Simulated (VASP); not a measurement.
**MgS in VASP: one cell, several levels of theory**

An exercise on one series of results from a longer session: the logs are not shown, and one member is left open.

The runs shown are made with VASP 6.6.1. PAW datasets, plane waves. Spin-unpolarised throughout. Whether this structure exists isn't addressed.

## The structure to begin with

The cell comes from an earlier relaxation with r2SCAN in another program.

Space group F-43m (No. 216), cubic; a = 5.662 Å in the conventional setting, 22.69 Å³ an atom. Near Mg stand 4 S at 2.45 Å; near S stand 4 Mg at 2.45 Å.

Structure file:

```
CELL_PARAMETERS angstrom
0.00000 2.83088 2.83088
2.83088 0.00000 2.83088
2.83088 2.83088 0.00000
ATOMIC_POSITIONS crystal
Mg 0.00000 0.00000 0.00000
S 0.25000 0.25000 0.25000
```

Set-up of the first run:

INCAR reads:

```
ENCUT = 520.000000
SIGMA = 0.020000
EDIFF = 1.00e-07
GGA = PE
PREC = Accurate
IBRION = -1
ISIF = 2
ISMEAR = -1
NBANDS = 11
NELM = 120
NSW = 0
LASPH = .TRUE.
LCHARG = .TRUE.
LELF = .TRUE.
LWAVE = .FALSE.
LREAL = .FALSE.
```

KPOINTS reads:

```
KPOINTS created by Atomic Simulation Environment
0
Gamma
8 8 8
0 0 0
```

KPOINTS_OPT reads:

```
special points
6
Reciprocal
0.0000000000 0.0000000000 0.0000000000 1
0.5000000000 0.0000000000 0.5000000000 1
0.5000000000 0.2500000000 0.7500000000 1
0.3750000000 0.3750000000 0.7500000000 1
0.5000000000 0.5000000000 0.5000000000 1
0.6250000000 0.2500000000 0.6250000000 1
```

POSCAR reads:

```
Mg S
 1.0000000000000000
     0.0000000000000000    2.8308768390485555    2.8308768390485555
     2.8308768390485555    0.0000000000000000    2.8308768390485555
     2.8308768390485555    2.8308768390485555    0.0000000000000000
 Mg  S
   1   1
Cartesian
  0.0000000000000000  0.0000000000000000 -0.0000000000000000
  1.4154384195242775  1.4154384195242775  1.4154384195242775
```

The run uses the recommended PBE PAW datasets (8 valence electrons a neutral cell).

On the command line:

```console
$ mpirun -np 1 vasp_std
```

Steps of the session up to this table: PBE at this geometry; r2SCAN at this geometry; Single point with LDA; PBEsol; Dielectric tensor and Born charges, PBE.

One of the session's tables, all rows but one given; the rest of the session is left out.

```
 level  gap (eV)  Ansatz: gap (eV)
   PBE      3.46              3.47
r2SCAN         ?                 ?
   LDA      3.20              3.18
PBEsol      3.30              3.29
```

Q: Estimate the row for r2SCAN from the others.

As computed: gap (eV): 4.13; Ansatz: gap (eV): 4.14. In the column «gap (eV)» it is the highest.

In words: The gap runs from 3.20 eV (LDA) to 4.13 eV (r2SCAN). The two programs agree on the gap within 0.02 eV, far less than the spread between functionals. A mean ε∞ of 4.0 means a refractive index near 2.01 below the gap. Ansatz refines its mesh for the response by itself, so the meshes differ. Datasets and cutoffs are each program's own. VASP's cell holds 8 valence electrons and Ansatz's 16. LDA means the Perdew–Zunger form in VASP and the Perdew–Wang form in Ansatz.
